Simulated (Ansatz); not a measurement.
# FeO (R-3m) in Ansatz: a series of runs

Runs on FeO. Level: PBE. Tasks: single point.

All numbers are computed with Ansatz 0.2.0; they aren't measurements. Logs are shortened: lines on timing, memory, paths and dates and some standing lists are left out, and cuts for length are marked.

**1. Starting point**

Symmetry: R-3m, No. 166, trigonal system. The conventional cell has a = 3.035 Å, b = 3.035 Å, c = 7.547 Å, α = 90.00°, β = 90.00°, γ = 120.00°. Fe (site symmetry -3m) is surrounded by 6 O at 2.16 Å. O (site symmetry -3m) has 6 Fe at 2.16 Å as nearest neighbours.

**2. Single point, PBE, collinear spin, program default start**

input.yaml

```yaml
crystal:
  lattice:
    - [1.51768211, 0.87623418, 2.51579458]
    - [-1.51768211, 0.87623418, 2.51579458]
    - [0.0, -1.75246835, 2.51579458]
  atoms:
    - { symbol: Fe, position: [0.0, 0.0, 0.0] }
    - { symbol: O, position: [0.5, 0.5, 0.5] }
hamiltonian:
  xc: pbe
  pseudopotentials: { kind: paw }
magnetization:
  spin_polarized: true
  initial_magnetization: 0.0
  spin_locking: { lock_magnetization: hard }
kpoints:
  mp_grid: { grid: [9, 9, 9] }
scf:
  occupations: { method: fermi_dirac, width: 0.05 }
  lower_state_search: "off"
output:
  forces: true
  stress: true
  eigenvalues: true
```

Potentials or basis: Ansatz PAW.

The run is started by

```bash
ansatz run input.yaml --threads 2 --pin off --max-ram 5632MiB --backend cpu --events-out ev --progress --plain --runs-dir out
```

Standard output:

```text
Warning: output.stress: scf.convergence.dr2_threshold = 1e-7 eV (the SCF's general default) is looser than the 2e-10 eV advised for a printed stress (1e-10 eV for each atom of the cell: 2). What an SCF threshold leaves in a stress goes as its square root, and in the free energy as the threshold itself, and one threshold admits the most on a small cell: of the crystals measured, under no hybrid functional and no lock of the moments, on runs that ended without the residual-converged pass, on stresses that held no estimate of that error, the worst erred by over 100 MPa in a component at 1e-7 eV an atom and by under 5 at 1e-10. Set scf.convergence.dr2_threshold to 2e-10 eV or tighter. The threshold is an SCF's pass mark: one that does not reach it within its budget of iterations ends unconverged, or closes short of it on a stop that the run arms, and scf.convergence.dr2_threshold's page says what that costs each kind of run
Warning: RAYON_NUM_THREADS=2 ignored (pool sized by the plan → 2); use --threads N
Engine: ansatz 0.2.0, aarch64-unknown-linux-gnu
Pseudopotentials: kind: paw
Pseudopotential: Fe, paw, valence charge 16, recommended cutoff 420 eV (normal), Fe.paw.azcp
Pseudopotential: O, paw, valence charge 6, recommended cutoff 420 eV (normal), O.paw.azcp
Functional definition: PBE
  parameter kappa = 0.804
  parameter beta = 0.06672455060314922
  exchange = pbe_x(kappa = kappa, mu = beta*pi^2/3)
  correlation = pbe_c(beta = beta)
Crystal: 2 atoms, lattice volume = 20.074 Å³
Basis set: ecut = 420 eV, 399 PW (Γ), exchange–correlation on 48×48×48 points (8 copies of the dense FFT grid, shifted against one another)
Bands: 15, of which v1, the nominal top of the filled ones, is band 11 counted from 1 (10 counted from 0)
Symmetry: 12 space group operations
Space group: R-3m (ITA 166), of the structure as read, at distance tolerance 2.7e-5 Å
k-points: 85 of 729
Non-local potential: Fe, projectors of the file, l = 0: 3, l = 1: 2, l = 2: 3, l = 3: 1
Non-local potential: O, projectors of the file, l = 0: 2, l = 1: 2, l = 2: 1
PAW form: soft (Blöchl's): semilocal exchange-correlation on the pseudo side does not see the compensation charge
PAW one-centre angular grid: Fe, 590 points (default); XC on 64 Gauss nodes
PAW one-centre angular grid: O, 110 points (default); XC on 64 Gauss nodes
Initial density: superposition of atomic densities (chi_scale 0.1, normalization cell, long waves kept (reshape's long-wave potential 0.00 eV rms))
Initial wavefunctions: pseudopotential atomic-orbital guess
Functional: x = pbe(κ = 0.804, μ = 0.2195149727645171), c = pbe(β = 0.06672455060314922)
SCF iter   1: F=—  HF=-5049.615235 eV  |F-HF|=—  |Δ(HF+E_count)|=         —  Δρ=2.39e-1 (↑2.39e-1 ↓2.39e-1)  dr2=4.39e1  dr2_m=0.00e0  M=0.000 μB ∫|m|=0.000 μB  β_m=0.30  ethr=3.10e-3  ⟨swp⟩=3.7  Hψ=5571  notcnv=0
preconditioner: auto → none  [metal: Δε(μ)=0.019 eV  Ē_g=9.944 eV  σ=0.050 eV  W_gap=0.10  n_scr=8 (ndim 8)  ℏωp=31.0 eV  f_vac=0.000  D(μ)=2.73/eV (n_scr^D=50)  sad-step TF]
SCF iter   2: F=—  HF=-5046.281947 eV  |F-HF|=—  |Δ(HF+E_count)|=    3.33e0  Δρ=9.42e-2 (↑9.42e-2 ↓9.42e-2)  dr2=3.52e0  dr2_m=0.00e0  M=0.000 μB ∫|m|=0.000 μB  β_m=0.26  ethr=3.10e-3  ⟨swp⟩=3.0  Hψ=3543  notcnv=0
SCF iter   3: F=—  HF=-5045.727357 eV  |F-HF|=—  |Δ(HF+E_count)|=   5.55e-1  Δρ=5.13e-2 (↑5.13e-2 ↓5.13e-2)  dr2=6.83e-1  dr2_m=0.00e0  M=0.000 μB ∫|m|=0.000 μB  β_m=0.57  ethr=3.10e-3  ⟨swp⟩=2.4  Hψ=2713  notcnv=0
SCF iter   4: F=—  HF=-5045.780247 eV  |F-HF|=—  |Δ(HF+E_count)|=   5.29e-2  Δρ=2.46e-2 (↑2.46e-2 ↓2.46e-2)  dr2=4.41e-1  dr2_m=0.00e0  M=0.000 μB ∫|m|=0.000 μB  β_m=0.57  ethr=3.10e-3  ⟨swp⟩=2.8  Hψ=2972  notcnv=0
SCF iter   5: F=—  HF=-5045.713834 eV  |F-HF|=—  |Δ(HF+E_count)|=   6.64e-2  Δρ=7.04e-3 (↑7.04e-3 ↓7.04e-3)  dr2=2.79e-2  dr2_m=0.00e0  M=0.000 μB ∫|m|=0.000 μB  β_m=0.50  ethr=2.00e-3  ⟨swp⟩=2.0  Hψ=1851  notcnv=0
SCF iter   6: F=—  HF=-5045.708525 eV  |F-HF|=—  |Δ(HF+E_count)|=   5.31e-3  Δρ=1.67e-3 (↑1.67e-3 ↓1.67e-3)  dr2=1.53e-3  dr2_m=0.00e0  M=0.000 μB ∫|m|=0.000 μB  β_m=0.50  ethr=1.27e-4  ⟨swp⟩=2.0  Hψ=2056  notcnv=0
SCF iter   7: F=—  HF=-5045.708285 eV  |F-HF|=—  |Δ(HF+E_count)|=   2.39e-4  Δρ=6.84e-4 (↑6.84e-4 ↓6.84e-4)  dr2=1.98e-4  dr2_m=0.00e0  M=0.000 μB ∫|m|=0.000 μB  β_m=0.46  ethr=6.97e-6  ⟨swp⟩=2.1  Hψ=1546  notcnv=0
SCF iter   8: F=—  HF=-5045.708259 eV  |F-HF|=—  |Δ(HF+E_count)|=   2.60e-5  Δρ=3.00e-4 (↑3.00e-4 ↓3.00e-4)  dr2=5.77e-5  dr2_m=0.00e0  M=0.000 μB ∫|m|=0.000 μB  β_m=0.63  ethr=8.99e-7  ⟨swp⟩=1.9  Hψ=1620  notcnv=0
SCF iter   9: F=—  HF=-5045.708257 eV  |F-HF|=—  |Δ(HF+E_count)|=   2.41e-6  Δρ=2.02e-4 (↑2.02e-4 ↓2.02e-4)  dr2=3.15e-5  dr2_m=0.00e0  M=0.000 μB ∫|m|=0.000 μB  β_m=0.81  ethr=2.62e-7  ⟨swp⟩=1.0  Hψ=1275  notcnv=0
SCF iter  10: F=-5045.708252 eV  HF=-5045.708252 eV  |F-HF|=2.88e-8  |Δ(HF+E_count)|=   5.03e-6  Δρ=7.15e-6 (↑7.15e-6 ↓7.15e-6)  dr2=3.02e-8  dr2_m=0.00e0  M=0.000 μB ∫|m|=0.000 μB  ethr=4.55e-10  ⟨swp⟩=4.6  Hψ=6427  notcnv=0
SCF 1 converged in 10 iterations: F = -5045.708252 eV  dr2 = 3.02e-8
SCF converged after 10 iterations
Stability checked in part: among states of this total moment the steps that led to this state did not find it unstable. No probe was made; neither looks for a lower state of another moment (fixed_total_moment; see scf.lower_state_search)
Magnetization: 0.0000 μB (11.0000 up, 11.0000 down)
Absolute magnetization: 0.0000 μB (∫|ρ↑−ρ↓|)
Spin contamination: 0.0000 ħ² per cell (⟨S²⟩ above its minimum at these occupations)
Per-site moments (μB) at R_I (Å): [(0.0, 0.8898391749306156), (0.0, 0.8898391749306156)]
Free energy (F): -5045.708252 eV
Harris-Foulkes:  -5045.708252 eV  (|F-HF|=2.88e-8)
Internal energy: -5045.647482 eV  (E = F + TS)
E sigma→0 (E₀):  -5045.677867 eV
Entropy (-TS):   -0.060770 eV (-30.385 meV/atom)
Fermi energy:    13.872534 (↑ 13.872534, ↓ 13.872534) eV
--- Per-component energies (eV) ---
  E_band       = -263.039557
  E_kinetic    = 517.947546
  E_local      = -2604.191479  (includes V_loc(G=0)·N_el)
  E_nonlocal   = 274.602530
  E_hartree    = 1063.525908
  E_xc         = -187.784947
  E_vxc        = -240.798989  (∫ρ·V_xc dr)
  E_paw        = -1526.297241  (= ΣΔE_a)
  E_vpaw       = -337.662502  (= ΣTr[D̂ρ^β])
  E_aug_tail   = 0.003279  (compensation charges beyond the density's cutoff)
  E_ewald      = -2583.453077
  E_smearing   = -0.060770  (= −TS)
  E_closure    = -0.000000  (closes the sum)
  Σ components = -5045.708252   (vs F -5045.708252, Δ=0.00e0)
--- Forces (eV/Å), atoms counted from 1 ---
  atom   1  Fe     0.00000000     0.00000000     0.00000000
  atom   2  O      0.00000000    -0.00000000     0.00000000
  max |Σ_I F_I| component: 1.13e-29 eV/Å
--- Stress (GPa, compression-positive) ---
      -26.095066       0.000000      -0.000000
        0.000000     -26.095066       0.000000
        0.000000       0.000000     -25.924688
  P = ⅓ Tr σ = -26.0383 GPa (-260.383 kbar)
--- Band table (eV; the first three rows and the last of 170) ---
  k-point 0 ↑: bands = ["-72.9039", "-38.9936", "-38.9793", "-38.9793", "-6.6081", "10.1509", "10.2398", "10.2398", "12.5429", "12.6199", "12.6199", "13.0855", "13.0855", "14.8038", "29.8777"]
  k-point 1 ↑: bands = ["-72.9031", "-38.9954", "-38.9855", "-38.9803", "-6.4922", "9.4292", "9.8042", "9.8829", "12.6761", "12.7429", "12.7635", "13.4848", "13.4884", "15.5481", "28.4171"]
  k-point 2 ↑: bands = ["-72.9014", "-39.0073", "-38.9939", "-38.9828", "-6.1846", "7.9799", "9.1452", "9.2276", "12.9674", "13.0260", "13.0312", "14.3053", "14.3091", "16.9931", "26.0786"]
  k-point 84 ↓: bands = ["-72.8981", "-39.0485", "-38.9915", "-38.9874", "-5.5243", "5.9995", "8.2736", "8.4002", "13.4672", "13.5465", "13.7285", "15.1493", "15.5071", "19.5836", "22.8705"]
```

Run time: 1.1 s. Hardware: 2 threads of Arm Neoverse V2, shared host; peak memory 0.29 GiB.

What came out:

```
Free energy     : -5045.7083 eV
Pressure        : -26.0 GPa
Net moment      : 0.00 μB per cell
Absolute moment : 0.00 μB per cell
```

Caveat: the pressure holds a Pulay correction of +0.7 GPa for the finite cutoff; the total moment is fixed, so each spin has its own Fermi level; the thresholds are loose for stress.

**3. Single point, PBE, collinear spin, ferromagnetic start**

Edit input.yaml of step 2 so:

```diff
@@ -6,3 +6,3 @@
   atoms:
-    - { symbol: Fe, position: [0.0, 0.0, 0.0] }
+    - { symbol: Fe, position: [0.0, 0.0, 0.0], spin: 0.8 }
     - { symbol: O, position: [0.5, 0.5, 0.5] }
@@ -13,3 +13,3 @@
   spin_polarized: true
-  initial_magnetization: 0.0
+  initial_magnetization: 0.8
   spin_locking: { lock_magnetization: hard }
@@ -24 +24,5 @@
   eigenvalues: true
+  write_density: true
+  write_potential: true
+  elf: true
+  volumetric_format: npy
```

Potentials or basis: Ansatz PAW.

The run is started by

```bash
ansatz run input.yaml --threads 2 --pin off --max-ram 5632MiB --backend cpu --events-out ev --progress --plain --runs-dir out
```

Run time: 3.9 s. Hardware: 2 threads of Arm Neoverse V2, shared host; peak memory 0.31 GiB.

Results (log left out):

| Property | Result |
| --- | --- |
| Free energy | -5045.8400 eV |
| Pressure | -23.0 GPa |
| Net moment | 0.80 μB per cell |
| Absolute moment | 0.91 μB per cell |
| Site moments | Fe +0.75; O +0.02 μB |

Stress tensor (GPa, compression positive):
```
-23.14   0.00   0.00
  0.00 -23.14   0.00
  0.00   0.00 -22.75
```

Caveat: the pressure holds a Pulay correction of +0.6 GPa for the finite cutoff; the total moment is fixed, so each spin has its own Fermi level; a cell with one magnetic atom can't hold antiferromagnetic order, which such compounds often take; the thresholds are loose for stress.

**4. Single point, PBE, collinear spin, ferromagnetic start**

Edit input.yaml of step 3 so:

```diff
@@ -6,3 +6,3 @@
   atoms:
-    - { symbol: Fe, position: [0.0, 0.0, 0.0], spin: 0.8 }
+    - { symbol: Fe, position: [0.0, 0.0, 0.0], spin: 1.5 }
     - { symbol: O, position: [0.5, 0.5, 0.5] }
@@ -13,3 +13,3 @@
   spin_polarized: true
-  initial_magnetization: 0.8
+  initial_magnetization: 1.5
   spin_locking: { lock_magnetization: hard }
@@ -24,5 +24 @@
   eigenvalues: true
-  write_density: true
-  write_potential: true
-  elf: true
-  volumetric_format: npy
```

The run is started by

```bash
ansatz run input.yaml --threads 2 --pin off --max-ram 5632MiB --backend cpu --events-out ev --progress --plain --runs-dir out
```

Run time: 17 s. Hardware: 2 threads of Arm Neoverse V2, shared host; peak memory 0.41 GiB.

Results (log left out):

```
Free energy     : -5046.0854 eV
Pressure        : -18.4 GPa
Net moment      : 1.50 μB per cell
Absolute moment : 1.61 μB per cell
Site moments    : Fe +1.42; O -0.03 μB
```

Stress tensor (GPa, compression positive):
```
-19.09   0.00   0.00
  0.00 -19.09   0.00
  0.00   0.00 -16.92
```

Caveat: the pressure holds a Pulay correction of +0.7 GPa for the finite cutoff; the total moment is fixed, so each spin has its own Fermi level; a cell with one magnetic atom can't hold antiferromagnetic order, which such compounds often take; the thresholds are loose for stress.

**5. Summary**

| spin | fixed moment (μB) | pressure (GPa) | moment (μB) |
| --- | --- | --- | --- |
| collinear, program default start | 0.0 | -26.0 | 0.00 |
| collinear, ferromagnetic start | 0.8 | -23.0 | 0.80 |
| collinear, ferromagnetic start | 1.5 | -18.4 | 1.50 |

Alike in all rows: task single point; level PBE; potentials or basis Ansatz PAW; cell as given; k mesh 9 × 9 × 9; cutoff (eV) 420; smearing fermi-dirac 0.05 eV.

Caveats: the total moment is fixed, so each spin has its own Fermi level; the thresholds are loose for stress; a cell with one magnetic atom can't hold antiferromagnetic order, which such compounds often take (some runs).

Total energies depend on the potentials used, so only differences within one code and one set of settings carry meaning.
